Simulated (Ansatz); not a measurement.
KBr:

```
Br K
1.0
     0.00000    3.30000    3.30000
     3.30000    0.00000    3.30000
     3.30000    3.30000    0.00000
Br K
1 1
Cartesian
  3.3000 3.3000 3.3000
  0.0000 0.0000 0.0000
```

Base run:

| Property | Result |
| --- | --- |
| Program | Ansatz 0.2.0 |
| Functional | HSE06 form with a typed share of exact exchange |
| Potentials or basis | Ansatz PAW |
| Cutoff | 420 eV (not typed: the program's choice for these potentials) |
| k mesh | 4 × 4 × 4 |
| Occupations | fermi-dirac, width 0.05 eV |
| Spin | no spin polarisation |

Its results: band gap on the k mesh 5.38 eV, direct; pressure 0.5 GPa.

The run is repeated on the same cell with these changes: screening (1/å) from 0.3 to 0.15. What comes out?

Band gap on the k mesh 5.78 eV, direct; pressure 0.5 GPa.

Caveats: the PAW data sets come from PBE, with cores solved anew for the run's functional, which leaves a small shift of forces and pressure; the thresholds are loose for stress.

